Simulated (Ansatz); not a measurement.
PtSb: changing the Hubbard U on Pt d

The cell as given:

Symmetry: P6_3/mmc, No. 194, hexagonal system. Conventional cell: a = 4.120 Å, b = 4.120 Å, c = 5.470 Å, α = 90.00°, β = 90.00°, γ = 120.00°. Around Pt (site symmetry -3m) lie 2 Pt at 2.73 Å and 6 Sb at 2.74 Å. Sb (site symmetry -6m2) is surrounded by 6 Pt at 2.74 Å.

Kept alike: task relaxation of cell and atoms; functional LDA; k mesh 8 × 8 × 5; occupations fermi-dirac, width 0.05 eV; no spin polarisation. Program: Ansatz, Ansatz PAW, cutoff 420 eV. The mesh is that of the run's cell of 4 atoms. No spin-orbit coupling.

```csv
"Hubbard U on Pt d, U (eV)",volume (Å³/atom),first edge of the run's cell (Å),third edge of the run's cell (Å)
0,20.226,4.140,5.451
1,20.214,4.134,5.462
2,20.224,4.130,5.477
3,20.238,4.125,5.493
4,20.249,4.116,5.521
5,20.274,4.099,5.574
6,20.315,4.095,5.595
8,20.420,4.099,5.613
```

U acts here on a shell without spin polarisation. The relaxations keep at least the cell's symmetry (P6_3/mmc). For a metal such a mesh leaves the last digits unconverged. Relaxations stop with a little pressure left, so the last digits of a volume or edge aren't settled. How U acts hangs on the program's projectors. All rows use potentials made for PBE. U is the effective U - J on orthogonalised atomic projectors. Double counting: fully localised limit (the default).

The volume runs from 20.214 (1) to 20.420 Å³/atom (8). The first edge of the run's cell runs from 4.095 (6) to 4.140 Å (0). The third edge of the run's cell rises from 5.451 to 5.613 Å between 0 and 8 eV.
